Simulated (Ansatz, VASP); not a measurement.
**AlN: VASP beside Ansatz**

```
Al N
1.0
     3.14211    0.00000    0.00000
    -1.57106    2.72115    0.00000
     0.00000    0.00000    4.97800
Al N
2 2
Direct
  0.33333 0.66667 0.00000
  0.66667 0.33333 0.50000
  0.33333 0.66667 0.38500
  0.66667 0.33333 0.88500
```

Change from the starting cell: equal xx and yy strain of +1 %.

Alike in both runs: task single point; functional PBEsol; k mesh 10 × 10 × 6; occupations fermi-dirac, width 0.03 eV; no spin polarisation.

```csv
,VASP,Ansatz
version,VASP 6.6.1,Ansatz 0.2.0
potentials or method,"VASP PAW PBE potentials, release 64 (Al, N), cutoff 520 eV","all-electron LAPW, scalar-relativistic"
```

|  | VASP | Ansatz | Ansatz less VASP |
| --- | --- | --- | --- |
| gap on the k mesh at the Fermi level (eV) | 3.89 | 3.89 | -0.005 |
| pressure (GPa) | -3.5 | -3.6 | -0.04 |
| largest component of the traceless stress (GPa) | 1.44 | 1.43 | -0.009 |
| rms of the force components (eV/Å) | 0.041 | 0.041 | +0.0007 |

Atom by atom the forces differ by 0.001 eV/Å (rms over components). Ansatz ran all-electron here, so the differences hold the error of VASP's frozen core and of both bases.

Caveats: the PAW data sets were made with another functional, which shifts forces and pressure a little (VASP).
